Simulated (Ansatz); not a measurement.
All numbers below come from DFT r2SCAN, scalar-relativistic, plane waves, PAW (Ansatz). All cells share a 500 eV cutoff and Γ-centred k meshes spaced at most 0.3 Å⁻¹ (0.19 for metals, 2π included).

These are static lattice energies at zero pressure. Larger cells and other orderings weren't all tried, so the list isn't exhaustive. For metals, differences of a few meV/atom aren't resolved. The magnetic state reached may not be the lowest. Magnetic atoms first started from parallel or listed moments, and other orders weren't tried. The functional can misorder magnetic and non-magnetic phases.

(1) Which is lower for TiCo, the zinc blende or the caesium chloride structure, and by how much?

Answers

(1) The caesium chloride structure, by 1518 meV/atom. It takes 13.3 Å³/atom against 18.2.